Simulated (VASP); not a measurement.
# InAs (F-43m) in VASP: notebook

The runs below take InAs through single point, with PBE0.

Program: VASP 6.6.1. These are calculated values, not measurements. Logs are shortened: lines on timing, memory, paths and dates and some standing lists are left out, and cuts for length are marked.

### 1 Starting point

It takes space group F-43m (No. 216, cubic). The conventional cell has a = 6.036 Å, b = 6.036 Å, c = 6.036 Å, α = 90.00°, β = 90.00°, γ = 90.00°. In (site symmetry -43m) has 4 As at 2.61 Å as nearest neighbours. As (site symmetry -43m) is surrounded by 4 In at 2.61 Å.

### 2 Single point, PBE0

Contents of POSCAR:

```
InAs
1.0
    0.0000000000      3.0180000000      3.0180000000
    3.0180000000      0.0000000000      3.0180000000
    3.0180000000      3.0180000000      0.0000000000
In As
1 1
Direct
    0.0000000000      0.0000000000      0.0000000000
    0.7500000000      0.7500000000      0.7500000000
```

Contents of INCAR.step1:

```
SYSTEM = InAs
PREC = Accurate ; ENCUT = 520
EDIFF = 1E-5 ; ISMEAR = -1
SIGMA = 0.05 ; LREAL = .False.
LASPH = .True. ; NELM = 60
ALGO = Normal ; ISIF = 2
LWAVE = .True. ; LCHARG = .False.
NBANDS = 16 ; GGA = PE
```

Contents of INCAR.step2:

```
SYSTEM = InAs
PREC = Accurate ; ENCUT = 520
EDIFF = 1E-6 ; ISMEAR = -1
SIGMA = 0.05 ; LREAL = .False.
LASPH = .True. ; NELM = 60
ALGO = Normal ; ISIF = 2
LWAVE = .False. ; LCHARG = .False.
GGA = PE ; LHFCALC = .True.
AEXX = 0.25 ; PRECFOCK = Normal
HFRCUT = -1 ; NBANDS = 16
ISTART = 1
```

Contents of KPOINTS:

```
regular mesh
0
Gamma
  4 4 4
  0 0 0
```

Potentials or basis: VASP PAW PBE potentials, release 64 (In_d, As).

Started as:

```bash
cat potpaw_PBE.64/In_d/POTCAR potpaw_PBE.64/As/POTCAR > POTCAR
cp INCAR.step1 INCAR
mpirun -np 1 vasp_std > vasp.out
cp INCAR.step2 INCAR
mpirun -np 1 vasp_std > vasp.out
```

OUTCAR:

```text
SYSTEM = InAs
   PREC = Accurate
   ENCUT = 520
   EDIFF = 1E-6
   ISMEAR = -1
   LREAL = .False.
   LASPH = .True.
   NELM = 60
   ISIF = 2
   GGA = PE
   LHFCALC = .True.
   AEXX = 0.25
   PRECFOCK = Normal
   ISTART = 1

 ion  position               nearest neighbor table
   1  0.000  0.000  0.000-   2 2.61   2 2.61   2 2.61   2 2.61
   2  0.750  0.750  0.750-   1 2.61   1 2.61   1 2.61   1 2.61

  LATTYP: Found a face centered cubic cell.
 ALAT       =     6.0360000000

  Lattice vectors:

 A1 = (   0.0000000000,   3.0180000000,   3.0180000000)
 A2 = (   3.0180000000,   0.0000000000,   3.0180000000)
 A3 = (   3.0180000000,   3.0180000000,   0.0000000000)

Analysis of symmetry for initial positions (statically):
=====================================================================
 Subroutine PRICEL returns:
 Original cell was already a primitive cell.

 Routine SETGRP: Setting up the symmetry group for a
 face centered cubic supercell.

 Subroutine GETGRP returns: Found 24 space group operations
 (whereof 24 operations were pure point group operations)
 out of a pool of 48 trial point group operations.

The static configuration has the point symmetry T_d .

Analysis of symmetry for dynamics (positions and initial velocities):
=====================================================================
 Subroutine PRICEL returns:
 Original cell was already a primitive cell.

 Routine SETGRP: Setting up the symmetry group for a
 face centered cubic supercell.

 Subroutine GETGRP returns: Found 24 space group operations
 (whereof 24 operations were pure point group operations)
 out of a pool of 48 trial point group operations.

The dynamic configuration has the point symmetry T_d .

 Subroutine INISYM returns: Found 24 space group operations
 (whereof 24 operations are pure point group operations),
 and found     1 'primitive' translations

----------------------------------------------------------------------------------------

                                     Primitive cell

  volume of cell :      54.9778

  direct lattice vectors                    reciprocal lattice vectors
     0.000000000  3.018000000  3.018000000    -0.165672631  0.165672631  0.165672631
     3.018000000  0.000000000  3.018000000     0.165672631 -0.165672631  0.165672631
     3.018000000  3.018000000  0.000000000     0.165672631  0.165672631 -0.165672631

  length of vectors
     4.268096531  4.268096531  4.268096531     0.286953414  0.286953414  0.286953414

  position of ions in fractional coordinates (direct lattice)
     0.000000000  0.000000000  0.000000000
     0.750000000  0.750000000  0.750000000

  ion indices of the primitive-cell ions
   primitive index   ion index
                 1           1
                 2           2

----------------------------------------------------------------------------------------

 KPOINTS: regular mesh

Automatic generation of k-mesh.
 Grid dimensions read from file:
 generate k-points for:    4    4    4

 Generating k-lattice:

  Cartesian coordinates                     Fractional coordinates (reciprocal lattice)
    -0.041418158  0.041418158  0.041418158     0.250000000  0.000000000  0.000000000
     0.041418158 -0.041418158  0.041418158     0.000000000  0.250000000  0.000000000
     0.041418158  0.041418158 -0.041418158     0.000000000  0.000000000  0.250000000

  Length of vectors
     0.071738354  0.071738354  0.071738354

  Shift w.r.t. Gamma in fractional coordinates (k-lattice)
     0.000000000  0.000000000  0.000000000

 Subroutine IBZKPT returns following result:
 ===========================================

 Found      8 irreducible k-points:

 Following reciprocal coordinates:
            Coordinates               Weight
  0.000000  0.000000  0.000000      1.000000
  0.250000  0.000000  0.000000      8.000000
  0.500000  0.000000  0.000000      4.000000
  0.250000  0.250000  0.000000      6.000000
  0.500000  0.250000  0.000000     24.000000
 -0.250000  0.250000  0.000000     12.000000
  0.500000  0.500000  0.000000      3.000000
 -0.250000  0.500000  0.250000      6.000000
   k-points           NKPTS =      8   k-points in BZ     NKDIM =     64   number of bands    NBANDS=     16
   number of dos      NEDOS =    301   number of ions     NIONS =      2
   total plane-waves  NPLWV =  32768
   dimension x,y,z NGX =    32 NGY =   32 NGZ =   32
   dimension x,y,z NGXF=    64 NGYF=   64 NGZF=   64
   ions per type =               1   1
   NGX,Y,Z   is equivalent  to a cutoff of  12.46, 12.46, 12.46 a.u.
   NGXF,Y,Z  is equivalent  to a cutoff of  24.93, 24.93, 24.93 a.u.
 SYSTEM =  InAs
   PREC   = accura    normal or accurate (medium, high low for compatibility)
   ISTART =      1    job   : 0-new  1-cont  2-samecut
   ICHARG =      0    charge: 1-file 2-atom 10-const
   ISPIN  =      1    spin polarized calculation?
   LNONCOLLINEAR =      F non collinear calculations
   LSORBIT =      F    spin-orbit coupling
   LASPH  =      T    aspherical Exc in radial PAW
   ENCUT  =  520.0 eV  38.22 Ry    6.18 a.u.   7.94  7.94  7.94*2*pi/ulx,y,z
   NELM   =     60;   NELMIN=  2; NELMDL=  0     # of ELM steps
   EDIFF  = 0.1E-05   stopping-criterion for ELM
   LREAL  =      F    real-space projection
   EDIFFG = 0.1E-04   stopping-criterion for IOM
   NSW    =      0    number of steps for IOM
   IBRION =     -1    ionic relax: 0-MD 1-quasi-New 2-CG
   NFREE  =      0    steps in history (QN), initial steepest desc. (CG)
   ISIF   =      2    stress and relaxation
   ISYM   =      3    0-nonsym 1-usesym 2-fastsym
   POTIM  = 0.5000    time-step for ionic-motion
   TEBEG  =    0.0;   TEEND  =   0.0 temperature during run
   PSTRESS=    0.0 pullay stress
   NELECT =      18.0000    total number of electrons
   NUPDOWN=      -1.0000    fix difference up-down
   EMIN   =  10.00;   EMAX   =-10.00  energy-range for DOS
   EFERMI =   0.00;   METHOD = LEGACY
   ISMEAR =    -1;   SIGMA  =   0.05  broadening in eV -4-tet -1-fermi 0-gaus
   EFERMI_NEDOS =   21; number of points for ismear=-14 and -15
   IALGO  =     38    algorithm
   IMIX   =      1    mixing-type and parameters
     AMIX     =   0.40;   BMIX     =  1.00
     AMIX_MAG =   1.60;   BMIX_MAG =  1.00
  volume/ion in A,a.u.               =      27.49       185.50
  Fermi-wavevector in a.u.,A,eV,Ry     =   1.128331  2.132236 17.321990  1.273130
  Thomas-Fermi vector in A             =   2.265020
   LORBIT       =      0    0 simple, 1 ext, 2 COOP (PROOUT), +10 PAW based schemes
   GGA     = PE    functional components
   LHFCALC =     T    Hartree Fock is set to
   PRECFOCK=normal    Normal, Fast or Accurate (Low or Medium for compatibility)
   ENCUT4O =  -1.0   cutoff for four orbital integrals eV
   NKREDX  =     1    reduce k-point grid by
   NKREDY  =     1    reduce k-point grid by
   NKREDZ  =     1    reduce k-point grid by
   AEXX    =    0.2500 exact exchange contribution
   HFSCREEN=    0.0000 screening length (either q_TF or 0.3 A-1)
   HFSCREENC=   0.0000 screening length for correlation (either q_TF or 0.3 A-1)
   ENCUTFOCK=  -1.0 apply spherical cutoff to Coloumb kernel
   IVDW    =     0    specifies the selected vdW correction
   LEPSILON=     F    determine dielectric tensor
   LRPA    =     F    only Hartree local field effects (RPA)
 non-spin polarized calculation
  energy-cutoff  :      520.00
  volume of cell :       54.98
 maximum number of plane-waves:      1480
  NGX = 24; NGY = 24; NGZ = 24

 number of electron      17.9999991 magnetization

 Free energy of the ion-electron system (eV)
  ---------------------------------------------------
  ext. energy  EPLUGINS =         0.00000000
  ---------------------------------------------------
  free energy    TOTEN  =        -9.97766657 eV

  energy without entropy =       -9.97766633  energy(sigma->0) =       -9.97766645

 E-fermi :   4.4869     XC(G=0):  -7.2051

 val. band max:        3.8267036208   @ k =   0.0000   0.0000   0.0000
 cond. band min:       5.0920726153   @ k =   0.0000   0.0000   0.0000
 fundamental gap:      1.2653689945
 Fermi energy:         4.4868649996

 k-point     1 :       0.0000    0.0000    0.0000
  band No.  band energies     occupation
      1     -12.4086      2.00000
      2     -12.4086      2.00000
      3     -12.4086      2.00000
      4     -12.2733      2.00000
      5     -12.2733      2.00000
      6      -9.3448      2.00000
      7       3.8267      2.00000
      8       3.8267      2.00000
      9       3.8267      2.00000
     10       5.0921      0.00001
     11       9.1999      0.00000
     12       9.1999      0.00000
     13       9.1999      0.00000
     14      13.0172      0.00000
     15      15.1790      0.00000
     16      15.1790      0.00000

 k-point     2 :       0.2500    0.0000    0.0000
  band No.  band energies     occupation
      1     -12.4686      2.00000
      2     -12.3900      2.00000
      3     -12.3900      2.00000
      4     -12.2727      2.00000
      5     -12.2727      2.00000
      6      -8.6483      2.00000
      7      -0.1374      2.00000
      8       3.1981      2.00000
      9       3.1981      2.00000
     10       6.5028      0.00000
     11       9.9632      0.00000
     12       9.9632      0.00000
     13      10.5737      0.00000
     14      13.7817      0.00000
     15      13.9763      0.00000
     16      13.9763      0.00000

 k-point     3 :       0.5000    0.0000    0.0000
  band No.  band energies     occupation
      1     -12.5236      2.00000
      2     -12.3759      2.00000
      3     -12.3759      2.00000
      4     -12.2663      2.00000
      5     -12.2663      2.00000
      6      -7.6958      2.00000
      7      -2.5457      2.00000
      8       2.7245      2.00000
      9       2.7245      2.00000
     10       6.1869      0.00000
     11       9.9922      0.00000
     12       9.9922      0.00000
     13      12.2445      0.00000
     14      14.6959      0.00000
     15      16.4042      0.00000
     16      16.4042      0.00000

 k-point     4 :       0.2500    0.2500    0.0000
  band No.  band energies     occupation
      1     -12.5042      2.00000
      2     -12.3683      2.00000
      3     -12.3683      2.00000
      4     -12.2911      2.00000
      5     -12.2630      2.00000
      6      -8.4171      2.00000
      7      -0.0866      2.00000
      8       2.2499      2.00000
      9       2.2499      2.00000
     10       7.4281      0.00000
     11       8.0921      0.00000
     12      11.7518      0.00000
     13      11.7518      0.00000
     14      12.0828      0.00000
     15      15.8770      0.00000
     16      16.6958      0.00000

 k-point     5 :       0.5000    0.2500    0.0000
  band No.  band energies     occupation
      1     -12.5464      2.00000
      2     -12.3572      2.00000
      3     -12.3492      2.00000
      4     -12.2897      2.00000
      5     -12.2612      2.00000
      6      -7.4230      2.00000
      7      -2.1586      2.00000
      8       0.8408      2.00000
      9       1.8775      2.00000
     10       7.4720      0.00000
     11       9.6284      0.00000
     12      11.2697      0.00000
     13      12.0513      0.00000
     14      14.8306      0.00000
     15      16.6663      0.00000
     16      17.1200      0.00000

 k-point     6 :      -0.2500    0.2500    0.0000
  band No.  band energies     occupation
      1     -12.5203      2.00000
      2     -12.3691      2.00000
      3     -12.3667      2.00000
      4     -12.2762      2.00000
      5     -12.2718      2.00000
      6      -7.7738      2.00000
      7      -1.5966      2.00000
      8       0.7329      2.00000
      9       2.6782      2.00000
     10       7.9175      0.00000
     11      10.3727      0.00000
     12      10.7048      0.00000
     13      10.9007      0.00000
     14      13.4435      0.00000
     15      15.4128      0.00000
     16      17.2204      0.00000

 k-point     7 :       0.5000    0.5000    0.0000
  band No.  band energies     occupation
      1     -12.5835      2.00000
      2     -12.3254      2.00000
      3     -12.3254      2.00000
      4     -12.3125      2.00000
      5     -12.2517      2.00000
      6      -7.0788      2.00000
      7      -2.6033      2.00000
      8       1.2368      2.00000
      9       1.2368      2.00000
     10       6.6117      0.00000
     11       7.2496      0.00000
     12      14.9230      0.00000
     13      15.1025      0.00000
     14      15.1025      0.00000
     15      17.1288      0.00000
     16      17.8442      0.00000

 k-point     8 :      -0.2500    0.5000    0.2500
  band No.  band energies     occupation
      1     -12.5584      2.00000
      2     -12.3571      2.00000
      3     -12.3325      2.00000
      4     -12.2901      2.00000
      5     -12.2658      2.00000
      6      -7.0057      2.00000
      7      -2.4281      2.00000
      8       0.5581      2.00000
      9       0.6803      2.00000
     10       9.5056      0.00000
     11       9.7202      0.00000
     12      10.4398      0.00000
     13      11.3690      0.00000
     14      15.6424      0.00000
     15      17.3979      0.00000
     16      17.4059      0.00000

------------------------ aborting loop because EDIFF is reached ----------------------------------------

  FORCE on cell =-STRESS in cart. coord.  units (eV):
  Direction    XX          YY          ZZ          XY          YZ          ZX
  --------------------------------------------------------------------------------------
  -------------------------------------------------------------------------------------
  Total        0.6687693      0.6687693      0.6687693      0.0000000      0.0000000      0.0000000
  in kB       19.4894335     19.4894335     19.4894335      0.0000000      0.0000000      0.0000000
  external PRESSURE =      19.4894335 kB  Pullay stress =       0.0000000 kB

 VOLUME and BASIS-vectors are now :
 -----------------------------------------------------------------------------
  energy-cutoff  :      520.00
  volume of cell :       54.98
      direct lattice vectors                 reciprocal lattice vectors
     0.000000000  3.018000000  3.018000000    -0.165672631  0.165672631  0.165672631
     3.018000000  0.000000000  3.018000000     0.165672631 -0.165672631  0.165672631
     3.018000000  3.018000000  0.000000000     0.165672631  0.165672631 -0.165672631

 POSITION                                       TOTAL-FORCE (eV/Angst)
 -----------------------------------------------------------------------------------
      0.00000      0.00000      0.00000         0.000000      0.000000      0.000000
      4.52700      4.52700      4.52700        -0.000000     -0.000000     -0.000000
 -----------------------------------------------------------------------------------
    total drift:                               -0.000030     -0.000042     -0.000031

  FREE ENERGIE OF THE ION-ELECTRON SYSTEM (eV)
  ---------------------------------------------------
  free  energy   TOTEN  =        -9.9776665665 eV

  energy  without entropy=       -9.9776663303  energy(sigma->0) =       -9.97766645
```

Run time: 5.9 min. Hardware: 1 thread of Intel Xeon Platinum 8375C at 2.90GHz (Ice Lake), shared host; peak memory 0.18 GiB.

What came out:

* Free energy: -9.9777 eV
* Pressure: 1.9 GPa
* Band gap on the k mesh: 1.27 eV, direct

Levels at points of the mesh, in eV from the valence-band top:
| k point | band 7 | band 8 | band 9 | band 10 | band 11 | band 12 |
| --- | --- | --- | --- | --- | --- | --- |
| (0.00, 0.00, 0.00) | 0.00 | 0.00 | 0.00 | 1.27 | 5.37 | 5.37 |
| (0.50, 0.00, 0.00) | -6.37 | -1.10 | -1.10 | 2.36 | 6.17 | 6.17 |
| (0.50, 0.50, 0.00) | -6.43 | -2.59 | -2.59 | 2.78 | 3.42 | 11.10 |

Caveat: the k mesh is coarse (spacing up to 0.45 Å⁻¹), so the values aren't converged, least of all with exact exchange; the PAW data sets were made with another functional, which shifts forces and pressure a little; spin-orbit coupling is left out, which moves the levels of the heavy elements.

(Continued in part 2 of 2.)
